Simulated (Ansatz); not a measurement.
**PbO2: all-electron results**

```xyz
3
Lattice="0.0000 2.7020 2.7020 2.7020 0.0000 2.7020 2.7020 2.7020 0.0000" Properties=species:S:1:pos:R:3 pbc="T T T"
Pb    0.0000    0.0000    0.0000
O     1.3510    1.3510    1.3510
O     4.0530    4.0530    4.0530
```

Atom numbers follow the list: Pb1, O2, O3.

Structure from Materials Project entry mp-20158 (possibly hypothetical), not relaxed further.

Spin–orbit coupling is left out, though it moves levels of the heavy atoms by tenths of an eV or more.

Methods: DFT, PBE, all-electron LAPW, scalar-relativistic (Ansatz 0.2.0); DFT, PBE, PAW with Ansatz's default frozen-core files, scalar-relativistic (Ansatz 0.2.0).

For LAPW: a Γ-centred 12×12×12 k mesh, Fermi–Dirac smearing of 0.05 eV, basis error target 1 meV/atom, no spin polarisation. PAW takes a cutoff of 420 eV at this cell. The Ansatz runs share mesh, smearing and spin set-up. Values come from LAPW unless marked.

* Pressure at this cell: 2.6 kbar
* Band gap: none: bands cross the Fermi level, a metal
* Density of states at the Fermi level (0.2 eV bin): 0.24 states/eV per cell
* Löwdin charges (with 0.09 e of the cell spilling out of the atomic basis, so their sizes and signs hang on that basis): Pb1 1.39, O2 -0.65 e
* Bader charges (from the PAW run): Pb1 +2.00, O2 -1.00 e
* Volume per atom: 13.15 Å³
